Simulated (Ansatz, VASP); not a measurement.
# MoS2 in VASP and in Ansatz

```
CELL_PARAMETERS angstrom
3.22746 0.00000 0.00000
-1.61373 2.79507 0.00000
0.00000 0.00000 6.56497
ATOMIC_POSITIONS crystal
Mo 0.00000 0.00000 0.50000
S 0.66667 0.33333 0.74468
S 0.33333 0.66667 0.25532
```

Measurements of this composition are mostly on another form, of space group No. 194.

Alike in both runs: functional PBEsol; k mesh 8 × 8 × 4; occupations fermi-dirac, width 0.05 eV; no spin polarisation.

|  | VASP | Ansatz |
| --- | --- | --- |
| version | VASP 6.6.1 | Ansatz 0.2.0 |
| potentials or method | VASP PAW PBE potentials, release 64 (Mo_sv, S) | Ansatz PAW |
| plane-wave cutoff (eV) | 520 | 420 |
| valence electrons in the cell | 26 | 26 |
| task | single point | band structure |

```csv
,VASP,Ansatz,Ansatz less VASP
gap on the k mesh at the Fermi level (eV),none,none,-
pressure (GPa),-8.3,-8.3,-0.01
largest component of the traceless stress (GPa),0.37,0.39,+0.011
rms of the force components (eV/Å),0.405,0.408,+0.0028
```

Atom by atom the forces differ by 0.003 eV/Å (rms over components). A gap of «none» marks a metal or a gap that the smearing closes. The functional is the same, so the differences come from potentials, cutoffs and numerics.

Caveats: this functional lacks dispersion, which binds the layers, so the pressure and a relaxed spacing across them are unreliable; the PAW data sets were made with another functional, which shifts forces and pressure a little (VASP); the PAW data sets come from PBE, with cores solved anew for the run's functional, which leaves a small shift of forces and pressure (Ansatz).
